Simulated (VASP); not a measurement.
Calculation: MS2 meta-GGA, VASP's PBE PAW potentials (set 64) (plane waves; VASP).

VASP input:

**POSCAR**
```
Li2O
1
    0.0000000000     2.2703322005     2.2703322005
    2.2703322005     0.0000000000     2.2703322005
    2.2703322005     2.2703322005     0.0000000000
Li O
2 1
Direct
  0.2500000000   0.2500000000   0.2500000000
  0.7500000000   0.7500000000   0.7500000000
  0.0000000000   0.0000000000   0.0000000000
```

### INCAR
```
SYSTEM=Li2O
PREC=Accurate; ENCUT=520; LREAL=.FALSE.
LASPH=.TRUE.
EDIFF=1E-7; NELM=100; ALGO=Normal
LMIXTAU=.TRUE.
ISMEAR=0; SIGMA=0.05
METAGGA=MS2
ISIF=2
LWAVE=.FALSE.; LCHARG=.FALSE.
```

File KPOINTS:
```
Automatic mesh
0
Gamma
8 8 8
0 0 0
```

POTCAR, in this order: Li_sv O (PBE.64 set). Program: vasp_std.

Output of the run:

### OSZICAR
```
       N       E                     dE             d eps       ncg     rms          rms(c)
DAV:   1     0.276566989259E+02    0.27657E+02   -0.61310E+03   580   0.129E+03
DAV:   2    -0.225118712427E+02   -0.50169E+02   -0.45540E+02   688   0.221E+02
DAV:   3    -0.270240523524E+02   -0.45122E+01   -0.44970E+01  1004   0.580E+01
DAV:   4    -0.270814456719E+02   -0.57393E-01   -0.57369E-01   724   0.784E+00
DAV:   5    -0.270823984832E+02   -0.95281E-03   -0.95276E-03   892   0.674E-01    0.686E+00
DAV:   6    -0.166535991609E+02    0.10429E+02   -0.89655E+00   582   0.268E+01    0.228E+00
DAV:   7    -0.191423917413E+02   -0.24888E+01   -0.90207E-01   586   0.132E+01    0.175E+00
DAV:   8    -0.152174698464E+02    0.39249E+01   -0.13452E+00   608   0.873E+00    0.186E+00
DAV:   9    -0.183550233082E+02   -0.31376E+01   -0.46860E+00   594   0.170E+01    0.306E+00
DAV:  10    -0.184550657639E+02   -0.10004E+00   -0.24874E-01   580   0.477E+00    0.196E+00
DAV:  11    -0.184233809982E+02    0.31685E-01   -0.26004E-01   582   0.461E+00    0.639E-01
DAV:  12    -0.184263280115E+02   -0.29470E-02   -0.13217E-02   756   0.120E+00    0.507E-01
DAV:  13    -0.184286519390E+02   -0.23239E-02   -0.11960E-02   586   0.137E+00    0.504E-01
DAV:  14    -0.184037546342E+02    0.24897E-01   -0.10080E-01   580   0.307E+00    0.338E-01
DAV:  15    -0.184122965875E+02   -0.85420E-02   -0.53412E-03   592   0.814E-01    0.172E-01
DAV:  16    -0.184145270331E+02   -0.22304E-02   -0.76745E-04   628   0.347E-01    0.122E-01
DAV:  17    -0.184157938255E+02   -0.12668E-02   -0.10539E-03   596   0.421E-01    0.565E-02
DAV:  18    -0.184168822073E+02   -0.10884E-02   -0.37238E-04   592   0.261E-01    0.456E-02
DAV:  19    -0.184170401393E+02   -0.15793E-03   -0.67399E-05   628   0.112E-01    0.428E-02
DAV:  20    -0.184170618941E+02   -0.21755E-04   -0.66772E-05   760   0.812E-02    0.360E-02
DAV:  21    -0.184171293148E+02   -0.67421E-04   -0.78823E-05   598   0.971E-02    0.192E-02
DAV:  22    -0.184171221943E+02    0.71206E-05   -0.21357E-05   626   0.457E-02    0.988E-03
DAV:  23    -0.184171331214E+02   -0.10927E-04   -0.13296E-05   630   0.328E-02    0.185E-03
DAV:  24    -0.184171297608E+02    0.33606E-05   -0.19701E-06   752   0.142E-02    0.193E-03
DAV:  25    -0.184171358619E+02   -0.61011E-05   -0.76658E-07   606   0.123E-02    0.917E-04
DAV:  26    -0.184171347044E+02    0.11575E-05   -0.27634E-07   640   0.682E-03    0.286E-04
DAV:  27    -0.184171354200E+02   -0.71561E-06   -0.30168E-08   438   0.274E-03    0.181E-04
DAV:  28    -0.184171353632E+02    0.56810E-07   -0.16576E-09   332   0.495E-04
   1 F= -.18417135E+02 E0= -.18417135E+02  d E =-.173313E-15
```

**OUTCAR**
```
------------------------ aborting loop because EDIFF is reached ----------------------------------------
  FORCE on cell =-STRESS in cart. coord.  units (eV):
  Direction    XX          YY          ZZ          XY          YZ          ZX
  --------------------------------------------------------------------------------------
  Total        0.0272236      0.0272236      0.0272236     -0.0000000      0.0000000     -0.0000000
  in kB        1.8636233      1.8636233      1.8636233     -0.0000000      0.0000000     -0.0000000
  external PRESSURE =       1.8636233 kB  Pullay stress =       0.0000000 kB
  volume of cell :       23.40
      direct lattice vectors                 reciprocal lattice vectors
     0.000000000  2.270332200  2.270332200    -0.220232088  0.220232088  0.220232088
     2.270332200  0.000000000  2.270332200     0.220232088 -0.220232088  0.220232088
     2.270332200  2.270332200  0.000000000     0.220232088  0.220232088 -0.220232088
 POSITION                                       TOTAL-FORCE (eV/Angst)
 -----------------------------------------------------------------------------------
      1.13517      1.13517      1.13517        -0.000000     -0.000000      0.000000
      3.40550      3.40550      3.40550         0.000000      0.000000      0.000000
      0.00000      0.00000      0.00000         0.000000     -0.000000     -0.000000
 -----------------------------------------------------------------------------------
    total drift:                               -0.000000      0.000000      0.000000
  FREE ENERGIE OF THE ION-ELECTRON SYSTEM (eV)
  ---------------------------------------------------
  free  energy   TOTEN  =       -18.4171353632 eV

  energy  without entropy=      -18.4171353632  energy(sigma->0) =      -18.41713536
```
(Selected blocks of OUTCAR.)

### OUTCAR
```
 val. band max:        1.2936965891   @ k =   0.0000   0.0000   0.0000

 cond. band min:       6.6638026544   @ k =   0.5000   0.5000   0.0000


 Fermi energy:         1.5562956246

 k-point     1 :       0.0000    0.0000    0.0000
  band No.  band energies     occupation
      1     -42.5707      2.00000
      2     -42.2016      2.00000
      3     -15.4843      2.00000
      4       1.2937      2.00000
      5       1.2937      2.00000
      6       1.2937      2.00000
      7       7.2852      0.00000
      8      14.1711      0.00000
      9      14.1711      0.00000
     10      14.1714      0.00000

 k-point     2 :       0.1250    0.0000    0.0000
  band No.  band energies     occupation
      1     -42.5543      2.00000
      2     -42.2134      2.00000
      3     -15.4578      2.00000
      4       0.7653      2.00000
      5       1.2171      2.00000
      6       1.2171      2.00000
      7       7.7027      0.00000
      8      14.2143      0.00000
      9      14.3988      0.00000
     10      14.3990      0.00000

 k-point     3 :       0.2500    0.0000    0.0000
  band No.  band energies     occupation
      1     -42.5084      2.00000
      2     -42.2482      2.00000
      3     -15.3909      2.00000
      4      -0.3217      2.00000
      5       1.0431      2.00000
      6       1.0431      2.00000
      7       8.7245      0.00000
      8      14.0275      0.00000
      9      14.6375      0.00000
     10      14.6376      0.00000

 k-point     4 :       0.3750    0.0000    0.0000
  band No.  band energies     occupation
      1     -42.4425      2.00000
      2     -42.3021      2.00000
      3     -15.3187      2.00000
      4      -1.2459      2.00000
      5       0.8824      2.00000
      6       0.8824      2.00000
      7      10.0789      0.00000
      8      13.2126      0.00000
      9      14.3844      0.00000
     10      14.3844      0.00000

 k-point     5 :       0.5000    0.0000    0.0000
...
```

The compound is Li2O in the antifluorite structure. It was relaxed first, which changed the volume by -5 %.
